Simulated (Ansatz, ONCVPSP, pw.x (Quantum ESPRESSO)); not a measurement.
# oxygen (O): does the ONCV potential hold in the solid?

oxygen (O), optimised norm-conserving Vanderbilt (ONCV), made with ONCVPSP 4.0.1.1 (patched build) (PBE, scalar-relativistic). Core [He], reference 2s2 2p4. Waves: 2s: rc 0.85 bohr, ncon 4, nbas 8, qcut 9.6 1/bohr, 2 projectors, debl 2.3 Ha; 2p: rc 1.25 bohr, ncon 4, nbas 7, qcut 13 1/bohr, 3 projectors, debl 0.4 Ha; d scattering state at 0.09 Ha: rc 1.15 bohr, ncon 3, nbas 6, qcut 8.7 1/bohr, 1 projector. Local part: polynomial inside 0.55 bohr (lpopt 4, dvloc0 4 Ha). Core correction: Teter function, fcfact 3.5, rcfact 1.45.

Crystal test: bcc O in pw.x 7.5, no spin, 18³ k-points, Fermi–Dirac smearing 0.01 Ry, cutoffs 165/660 Ry. The reference is all-electron LAPW (Ansatz 0.2.0) with the same functional, mesh and smearing; V0 and B0 come from Birch–Murnaghan fits to the pressures at five volumes. Errors are pseudo minus all-electron; Δ is the rms difference of the E(V) curves that follow from these fits, minima aligned, over ±6 % about the mean V0. Mesh and smearing are coarse, so the numbers serve the comparison and aren't converged zero-temperature values; the lattice is a test structure that the element need not adopt. Spin polarisation is left out.

```tsv
V (Å³/atom)	P all-electron (GPa)	P pseudo (GPa)
7.368	10.01	9.69
7.562	5.27	4.96
7.756	1.16	0.87
7.950	-2.41	-2.69
8.144	-5.50	-5.76
```

All-electron: a0 = 2.500 Å (V0 = 7.82 Å³/atom), B0 = 147.5 GPa.

Pseudopotential: mean pressure error (GPa): -0.29; a0 (Å): 2.499; a0 error (%): -0.07; B0 error (%): +0.5; Δ (meV/atom): 0.5.

**Question.** At the middle volume, how do free energy and pressure move when the wave cutoff is lowered (ecutrho kept at four times it)?

**Answer.**

```csv
cutoff (Ry),shift of F (meV/atom),shift of P (GPa)
74,+621.3,-55.71
99,+57.3,-7.72
132,+3.5,-0.33
```

The run at the middle volume (195 k-points, 6 iterations) took about 45 s on one core of a shared host (Intel(R) Xeon(R) Platinum 8259CL CPU @ 2.50GHz, 96 threads, 755 GiB, load 100).
